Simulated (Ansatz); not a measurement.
## Worked example: C3H8S + Ga(SH)3 → C3H8S2 + GaH(SH)2

Species: C3H8S `CCCS`, singlet; Ga(SH)3, singlet; C3H8S2 (1,3-propanedithiol) `SCCCS`, singlet; GaH(SH)2, singlet. The partners trade H for SH: C–H and Ga–SH bonds give way to C–SH and Ga–H.

Shapes, held fixed at every level: PBE0-D4/def2-TZVP. Flexible molecules stand in one conformer, not always the lowest. Programs: Ansatz 0.2.0. Electronic energies: no zero-point or thermal term.

At CCSD(T)/def2-TZVPP; 1 Eh = 2625.50 kJ/mol:

| species | energy (Eh) |
| --- | --- |
| C3H8S | -516.647279 |
| Ga(SH)3 | -3118.590243 |
| C3H8S2 | -914.378596 |
| GaH(SH)2 | -2720.806140 |

Question: Work out ΔE of the reaction at this level.

Answer: 
1. Products less reactants: (-914.378596) + (-2720.806140) − [(-516.647279) + (-3118.590243)] = 0.052786 Eh = +138.6 kJ/mol.

Other levels give +134.6 (PBE-D4/def2-TZVPP) to +142.6 kJ/mol (MP2/def2-TZVPP). No measured value is set beside it here. Relativity is left out for Ga. Outer-core shells of Ga are correlated in most correlated rows, in sets that cover them unevenly.
